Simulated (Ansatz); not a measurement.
Fe:

```xyz
1
Lattice="-1.4430 1.4430 1.4430 1.4430 -1.4430 1.4430 1.4430 1.4430 -1.4430" Properties=species:S:1:pos:R:3 pbc="T T T"
Fe    0.0000    0.0000    0.0000
```

Base run:

* Program: Ansatz 0.2.0
* Functional: PBE
* Potentials or basis: Ansatz PAW
* Cutoff: 420 eV (not typed: the program's choice for these potentials)
* k mesh: 13 × 13 × 13
* Occupations: fermi-dirac, width 0.05 eV
* Spin: collinear spin, ferromagnetic start
* Starting moments: [3.0] μB

Its results: band gap on the k mesh none (metal or under the smearing width); pressure -9.5 GPa; net moment 2.25 μB per cell; site moments Fe +2.31 μB.

After a change of settings the same cell gave: band gap on the k mesh none (metal or under the smearing width); pressure -5.7 GPa; net moment 2.40 μB per cell; site moments Fe +2.46 μB. Which change was it?
A. potentials or basis from Ansatz PAW to PseudoDojo stringent (PBE files); cutoff from 420 eV (not typed: the program's choice for these potentials) to 1605 eV
B. potentials or basis from Ansatz PAW to JTH PAW; cutoff from 420 eV (not typed: the program's choice for these potentials) to 1320 eV (not typed: the program's choice for these potentials)
C. potentials or basis from Ansatz PAW to SPMS NC; cutoff from 420 eV (not typed: the program's choice for these potentials) to 871 eV (not typed: the program's choice for these potentials)
D. potentials or basis from Ansatz PAW to PseudoDojo standard (PBE files); cutoff from 420 eV (not typed: the program's choice for these potentials) to 1225 eV

C.
